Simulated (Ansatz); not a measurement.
`F[SiH2][SeH]` + `CC(=O)O` → `CC(=O)O[SiH2]F` + H₂Se  (ligand exchange at the Si–Se bond)

Isolated molecules relaxed with PBE0-D4/def2-TZVP in Ansatz; ΔE leaves out vibrations. CCSD(T)/CBS is the MP2 limit (def2-TZVPP, def2-QZVPP) plus CCSD(T) − MP2 in def2-TZVPP, frozen cores. Functionals use def2-TZVPP. B3LYP here is the variant with VWN-RPA as its local correlation; programs differ in this. HSE06 is defined as in plane-wave codes. For Se outer-core shells are correlated without core-valence functions, which leaves a few kJ/mol of doubt a bond. Scalar relativity is left out up to krypton. One conformer a species, not always the lowest.

`F[SiH2][SeH]`:

```xyz
6

F     1.686    0.641    0.066
Si    0.091    0.553    0.054
Se   -0.656   -1.295   -1.007
H    -0.347    0.559    1.466
H    -0.426    1.704   -0.717
H    -0.348   -2.162    0.138
```

`CC(=O)O`:

```xyz
8

C     0.412   -0.863    0.091
C    -0.191    0.498    0.237
O    -0.306    1.112    1.261
O    -0.608    0.984   -0.947
H    -0.321   -1.547   -0.339
H     1.258   -0.820   -0.597
H     0.738   -1.223    1.063
H    -0.982    1.859   -0.768
```

`CC(=O)O[SiH2]F`:

```xyz
11

C    -1.238    0.482    1.445
C    -0.097    0.395    0.490
O     0.884    1.100    0.495
O    -0.229   -0.569   -0.429
Si    1.086   -0.628   -1.485
F     0.687   -1.828   -2.453
H    -1.067    1.284    2.157
H    -1.349   -0.471    1.967
H    -2.164    0.655    0.892
H     1.169    0.595   -2.300
H     2.318   -1.015   -0.779
```

H₂Se:

Z-matrix (Å, degrees):
```
Se
H 1 1.467
H 1 1.467 2 91.2
```

```
             level  ΔE (kJ/mol)  difference from CCSD(T)/CBS
       LDA (SPW92)        -23.1                          8.1
         revPBE-D4        -17.3                         13.9
           BLYP-D4        -28.1                          3.1
         r2SCAN-D4        -27.6                          3.6
            B97M-V        -32.8                         -1.6
           PBE0-D4        -20.1                         11.1
          B3LYP-D4        -30.6                          0.6
        r2SCANh-D4        -27.9                          3.3
        r2SCAN0-D4        -28.4                          2.8
          HSE06-D4        -19.6                         11.6
          BHLYP-D4        -35.5                         -4.3
           ωB97X-V        -31.2                          0.0
           ωB97M-V        -32.0                         -0.8
            B2PLYP        -31.8                         -0.6
          PBE-QIDH        -26.8                          4.4
            revPBE        -10.9                         20.3
              BLYP        -24.7                          6.5
            r2SCAN        -26.7                          4.5
              PBE0        -18.6                         12.6
             B3LYP        -28.3                          2.9
           r2SCANh        -27.1                          4.1
           r2SCAN0        -27.6                          3.6
             HSE06        -18.2                         13.0
             BHLYP        -35.0                         -3.8
           LC-ωPBE        -26.1                          5.1
RPA@PBE/def2-TZVPP        -39.4                         -8.2
       HF/def2-SVP        -33.7                         -2.5
      MP2/def2-SVP        -30.1                          1.1
     CCSD/def2-SVP        -33.3                         -2.1
  CCSD(T)/def2-SVP        -33.1                         -1.9
     HF/def2-TZVPP        -40.7                         -9.5
    MP2/def2-TZVPP        -32.7                         -1.5
SCS-MP2/def2-TZVPP        -36.4                         -5.2
   CCSD/def2-TZVPP        -36.8                         -5.6
CCSD(T)/def2-TZVPP        -35.8                         -4.6
     HF/def2-QZVPP        -42.3                        -11.1
    MP2/def2-QZVPP        -30.6                          0.6
SCS-MP2/def2-QZVPP        -34.5                         -3.3
      HF/CBS(def2)        -42.6                        -11.4
     MP2/CBS(def2)        -28.0                          3.2
       CCSD(T)/CBS        -31.2                            0
```

Largest T1 diagnostic among the species: 0.015.

Leaving LDA and LC-ωPBE aside and taking each functional with its dispersion term where it has one, the values, not all of them listed here, spread over 20.6 kJ/mol, from CAM-B3LYP-D4 to PBE-D4. LDA lies −8.8 kJ/mol from PBE without D4. In def2-TZVPP, CCSD(T) changes the Hartree–Fock value by +4.9 kJ/mol (the triples alone add +0.9 kJ/mol) and MP2 by +8.0 kJ/mol. From BLYP to BHLYP (50 % exact exchange), in def2-TZVPP and without D4, ΔE moves by −10.4 kJ/mol.

CCSD(T)/CBS has its own doubt, a few kJ/mol and more with outer-core shells, so smaller differences from it don't rank the levels.
